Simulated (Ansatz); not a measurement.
The system is CuI (Marshite).

```xyz
2
Lattice="0.0000 3.0315 3.0315 3.0315 0.0000 3.0315 3.0315 3.0315 0.0000" Properties=species:S:1:pos:R:3 pbc="T T T"
I     0.0000    0.0000    0.0000
Cu    4.5473    4.5473    4.5473
```

Program: Ansatz 0.2.0. Alike in all runs: potentials or basis Ansatz PAW; no spin polarisation; cell as given; cutoff (eV) 420. Hardware: 2 threads of Intel(R) Xeon(R) Processor @ 2.50GHz (Skylake/Cascade Lake), with other jobs on the host.

Q: Order these runs on this cell by their wall time, lowest first.
A. task density of states; level HSE06+D4; k mesh 4 × 4 × 4; smearing fermi-dirac 0.1 eV; mesh quality coarse
B. task band structure; level HF; k mesh 4 × 4 × 4; smearing fermi-dirac 0.05 eV; points for each segment of the path 4; mesh quality coarse
C. task Born charges and dielectric tensor; level PBE; k mesh 8 × 8 × 8; smearing fixed; mesh quality not flagged
D. task single point; level PBE; k mesh 8 × 8 × 8; smearing gaussian 0.017 eV; mesh quality not flagged

A: D (6.2 s), A (39 s), C (100 s), B (350 s).

Caveats: some runs use coarse meshes; spin-orbit coupling is left out, which moves the levels of the heavy elements.
